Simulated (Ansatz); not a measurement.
All numbers below come from DFT PBE, scalar-relativistic, plane waves, PAW (Ansatz). Settings: cutoff 420 eV, Γ-centred meshes spaced at most about 0.3 Å⁻¹ (2π included), Gaussian smearing. No spin polarisation.

Temperature and zero-point effects are left out.

Two relaxed structures of Al3Ga2N5:

A.

Space group I4/mmm (No. 139). a = 2.933 Å, b = 2.933 Å, c = 20.835 Å, α = 90.00°, β = 90.00°, γ = 90.00°
| atom | site | symmetry | x | y | z |
| --- | --- | --- | --- | --- | --- |
| Al | 4e | 4mm | 0.5000 | 0.5000 | 0.0968 |
| Al | 2a | 4/mmm | 0.0000 | 0.0000 | 0.0000 |
| Ga | 4e | 4mm | 0.0000 | 0.0000 | 0.1979 |
| N | 4e | 4mm | 0.5000 | 0.5000 | 0.1967 |
| N | 4e | 4mm | 0.5000 | 0.5000 | 0.4037 |
| N | 2b | 4/mmm | 0.5000 | 0.5000 | 0.0000 |

B.

Space group R-3m:H (No. 166). a = 2.934 Å, b = 2.934 Å, c = 35.994 Å, α = 90.00°, β = 90.00°, γ = 120.00°
```json
{"atom": "Al", "site": "3b", "symmetry": "-3m", "x": "0.3333", "y": "0.6667", "z": "0.1667"}
{"atom": "Al", "site": "6c", "symmetry": "3m", "x": "0.0000", "y": "0.0000", "z": "0.1015"}
{"atom": "Ga", "site": "6c", "symmetry": "3m", "x": "0.6667", "y": "0.3333", "z": "0.0345"}
{"atom": "N", "site": "6c", "symmetry": "3m", "x": "0.0000", "y": "0.0000", "z": "0.1992"}
{"atom": "N", "site": "6c", "symmetry": "3m", "x": "0.3333", "y": "0.6667", "z": "0.0696"}
{"atom": "N", "site": "3a", "symmetry": "-3m", "x": "0.0000", "y": "0.0000", "z": "0.0000"}
```

Task: Which placement of the atoms is lower in energy, and by how much?

Result: B is lower, by 3 meV/atom. The two share one framework of sites and differ in which element sits where. A has Al and Ga ordered on rock salt sites, space group I4/mmm (No. 139), 9.0 Å³/atom and a gap of 2.09 eV on its mesh; B has Al and Ga ordered on rock salt sites, space group R-3m (No. 166), 8.9 Å³/atom and a gap of 2.04 eV. Counting N atoms around Al and Ga (those within 1.25 times the shortest such distance or 1.15 times the sum of covalent radii, 1.27 where that leaves under three), A and B both have Al 6, Ga 6. Both come from invented guesses.

Kohn–Sham gaps at this level usually fall short of measured ones. Cells relaxed within their symmetry can be saddle points.
